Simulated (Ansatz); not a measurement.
ZnSe: strain energy, fitted

ZnSe, F-43m, a = 5.633 Å. Ansatz: PBEsol, PAW, 420 eV, Γ-centred 8×8×6 mesh on 4 atoms, Gaussian smearing 0.02 eV; no spin polarisation. Series: uniaxial strain along c, with a, b and atoms relaxed; x is the strain in per cent. The axes a, b, c are those of the computed cell (3.983, 3.983, 5.633 Å), along [1 1 0], [-1 1 0], [0 0 1] of the cell named above. y is the free energy over the unstrained cell, V0 = 22.345 Å³/atom.

```tsv
x (%)	y (meV/atom)
-6.0	11.52
-4.0	5.24
-2.0	?
0.0	0.00
2.0	1.42
4.0	5.76
6.0	13.14
```

Question: Fit y = c2 x² + c3 x³ to the other rows, turn c2 into a modulus, and predict the missing energy.

Answer: Least squares on the rows shown. y = 0.3427 x² + 0.003777 x³. In eV per unit strain² c2 is 3.427; this is Young's modulus along the axis (E = ½ Y V0 ε²): 2 × 3.427 × 160.2 / (22.345) = 49 GPa. At x = -2.0 the fit asked for gives 1.34 meV/atom. The run gave 1.34 meV/atom, the same to the digits shown.